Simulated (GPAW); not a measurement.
A run of GPAW 26.7.0:

Contents of run.py:

```python
from ase.calculators.mixing import SumCalculator
from ase.eos import EquationOfState
from ase.io import Trajectory, read
from ase.units import GPa
from dftd3.ase import DFTD3
from gpaw import GPAW, PW

atoms = read('POSCAR')
atoms.set_initial_magnetic_moments([2.0, 2.0, 2.0, 2.0, 2.0, 2.0, 0.0, 0.0])

traj = Trajectory('eos.traj', 'w')
volumes, energies = [], []
for x in [0.94, 0.96, 0.98, 1.0, 1.02, 1.04, 1.06]:
    a = atoms.copy()
    a.set_cell(atoms.cell * x**(1 / 3), scale_atoms=True)
    calc = GPAW(mode=PW(600),
                xc='revPBE',
                kpts={'size': (4, 4, 4), 'gamma': True},
                occupations={'name': 'fermi-dirac', 'width': 0.05},
                nbands=75,
                convergence={'density': 1e-05, 'energy': 1e-05},
                maxiter=150,
                txt=f'eos-{x:.2f}.txt')
    a.calc = SumCalculator([calc, DFTD3(method='revpbe', damping='d3bj')])
    energies.append(a.get_potential_energy())
    volumes.append(a.get_volume())
    p = -a.get_stress()[:3].mean() / GPa
    calc.write(f'eos-{x:.2f}.gpw')
    traj.write(a)
    print(f'{x:.2f} {volumes[-1]:10.4f} A^3 {energies[-1]:14.6f} eV {p:9.3f} GPa', flush=True)

v0, e0, B = EquationOfState(volumes, energies, eos='birchmurnaghan').fit()
print(f'V0 = {v0:.4f} A^3, E0 = {e0:.6f} eV, B0 = {B / GPa:.2f} GPa')
```

File POSCAR:

```
V3Si
1.0
    4.7320000000      0.0000000000      0.0000000000
    0.0000000000      4.7320000000      0.0000000000
    0.0000000000      0.0000000000      4.7320000000
V Si
6 2
Direct
    0.0000000000      0.5000000000      0.2500000000
    0.0000000000      0.5000000000      0.7500000000
    0.5000000000      0.2500000000      0.0000000000
    0.7500000000      0.0000000000      0.5000000000
    0.5000000000      0.7500000000      0.0000000000
    0.2500000000      0.0000000000      0.5000000000
    0.5000000000      0.5000000000      0.5000000000
    0.0000000000      0.0000000000      0.0000000000
```

Potentials or basis: the program's PAW data sets (release 1.2.1) made for this functional, pw.

Run with:

```console
$ OMP_NUM_THREADS=1 python run.py
```

Hardware: 1 thread of Intel(R) Xeon(R) CPU @ 2.80GHz (Skylake/Cascade Lake), on a shared host.

Estimate the wall time of this run.

Wall time 16 min on 1 thread of Intel(R) Xeon(R) CPU @ 2.80GHz (Skylake/Cascade Lake) (shared host), peak memory 0.8 GiB. Counts: scf iterations 105, plane waves 3448, bands 75, k points 11.
